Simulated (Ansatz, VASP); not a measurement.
**Two plane-wave programs on Zr**

File INCAR:

```
  ALGO = Normal
  EDIFF = 1E-7
  ENCUT = 520
  ISIF = 2
  ISMEAR = -1
  LASPH = True
  LCHARG = True
  LELF = True
  LREAL = False
  LVHAR = True
  LWAVE = False
  NBANDS = 12
  NELM = 60
  PREC = Accurate
  SIGMA = 0.1
```

KPOINTS

```
k-points
0
Gamma
  14 14 14
```

The input POSCAR:

```
Zr
1.0
    0.0000000000      2.2381596064      2.2381596064
    2.2381596064      0.0000000000      2.2381596064
    2.2381596064      2.2381596064      0.0000000000
Zr
1
Direct
    0.0000000000      0.0000000000      0.0000000000
```

Input for Ansatz:

```yaml
crystal:
  lattice:
    - [0.0, 2.2381596064, 2.2381596064]
    - [2.2381596064, 0.0, 2.2381596064]
    - [2.2381596064, 2.2381596064, 0.0]
  atoms:
    - { symbol: Zr, position: [0.0, 0.0, 0.0] }
hamiltonian:
  xc: lda
  pseudopotentials:
    kind: paw
    azcp:
      Zr: "pseudopotentials/Zr.paw.azcp"
basis:
  ecutwfc: 420
  fft_grid_basis: typed
kpoints:
  mp_grid: { grid: [14, 14, 14], shift: [0, 0, 0] }
magnetization:
  spin_polarized: false
scf:
  occupations: { method: fermi_dirac, width: 0.1 }
  lower_state_search: "off"
output:
  stress: true
```

Alike in both runs: task single point; functional LDA; k mesh 14 × 14 × 14; occupations fermi-dirac, width 0.1 eV; no spin polarisation.

```csv
,VASP,Ansatz
version,VASP 6.6.1,Ansatz 0.2.0
potentials or method,"VASP PAW LDA potentials, release 64 (Zr_sv)","plane waves (420 eV) with PAW, scalar-relativistic"
plane-wave cutoff (eV),520,420
valence electrons in the cell,12,12
```

|  | VASP | Ansatz | Ansatz less VASP |
| --- | --- | --- | --- |
| pressure (GPa) | -3.4 | -3.5 | -0.09 |

Ansatz warned: «pseudo_functional_mismatch».
